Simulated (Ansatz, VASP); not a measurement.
SiC: VASP beside Ansatz

```
Si C
1.0
     3.09177    0.00000    0.00000
    -1.54588    2.67755    0.00000
     0.00000    0.00000    5.07402
Si C
2 2
Direct
  0.33333 0.66667 0.00456
  0.66667 0.33333 0.50456
  0.33333 0.66667 0.38044
  0.66667 0.33333 0.88044
```

Alike in both runs: functional PBE; k mesh 12 × 12 × 6; occupations gaussian, width 0.02 eV; no spin polarisation.

Ansatz relaxed the structure, and its values are those at the end. VASP's run is a single point on that final structure, the one shown.

```csv
,VASP,Ansatz
version,VASP 6.6.1,Ansatz 0.2.0
potentials or method,"VASP PAW PBE potentials, release 64 (Si, C)","scalar-relativistic, plane waves, PAW"
plane-wave cutoff (eV),520,420
valence electrons in the cell,16,16
```

Ansatz gave:

```
gap on the k mesh at the Fermi level (eV) : 2.31
least direct gap on the mesh (eV)         : 3.95
pressure (GPa)                            : 0.0
```

Task: Which values does VASP return?

Result: gap on the k mesh at the Fermi level (eV): 2.30; least direct gap on the mesh (eV): 3.94; pressure (GPa): 0.0.

A k mesh can miss the band edges. A hybrid or GW would open this gap; PBE tends to underestimate it.
